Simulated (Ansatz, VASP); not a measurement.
## One calculation of Hf, two programs

Contents of INCAR:

```
ALGO = Normal
EDIFF = 1E-6
ENCUT = 550
GGA = RP
ISIF = 2
ISMEAR = 0
LASPH = T
LCHARG = F
LREAL = F
LWAVE = F
NBANDS = 12
NELM = 60
PREC = Accurate
SIGMA = 0.1
```

The input KPOINTS:

```
k-points
0
Gamma
  10 10 10
```

Contents of POSCAR:

```
Hf
1.0
   -1.8050000000      1.8050000000      1.8050000000
    1.8050000000     -1.8050000000      1.8050000000
    1.8050000000      1.8050000000     -1.8050000000
Hf
1
Direct
    0.0000000000      0.0000000000      0.0000000000
```

The input input.yaml:

```yaml
crystal:
  lattice:
    - [-1.805, 1.805, 1.805]
    - [1.805, -1.805, 1.805]
    - [1.805, 1.805, -1.805]
  atoms:
    - { symbol: Hf, position: [0.0, 0.0, 0.0] }
hamiltonian:
  xc: rpbe
  pseudopotentials: { kind: paw }
kpoints:
  mp_grid: { grid: [10, 10, 10] }
scf:
  occupations: { method: gaussian, width: 0.1 }
output:
  forces: true
  stress: true
  eigenvalues: true
```

This isn't the form of Hf at room conditions, which is hcp.

Alike in both runs: task single point; functional RPBE; k mesh 10 × 10 × 10; occupations gaussian, width 0.1 eV; no spin polarisation.

|  | VASP | Ansatz |
| --- | --- | --- |
| version | VASP 6.6.1 | Ansatz 0.2.0 |
| potentials or method | VASP PAW PBE potentials, release 64 (Hf_sv_GW) | Ansatz PAW |
| plane-wave cutoff (eV) | 550 | 420 |
| valence electrons in the cell | 12 | 26 |

|  | VASP | Ansatz | Ansatz less VASP |
| --- | --- | --- | --- |
| gap on the k mesh at the Fermi level (eV) | none | none | - |
| pressure (GPa) | -2.7 | -2.3 | +0.48 |

A gap of «none» marks a metal or a gap that the smearing closes. The two sets of potentials don't hold the same shells in valence.

Caveats: the PAW data sets were made with another functional, which shifts forces and pressure a little (VASP); the PAW data sets come from PBE, with cores solved anew for the run's functional, which leaves a small shift of forces and pressure (Ansatz). Spin-orbit coupling is left out, which matters for the levels of Hf.
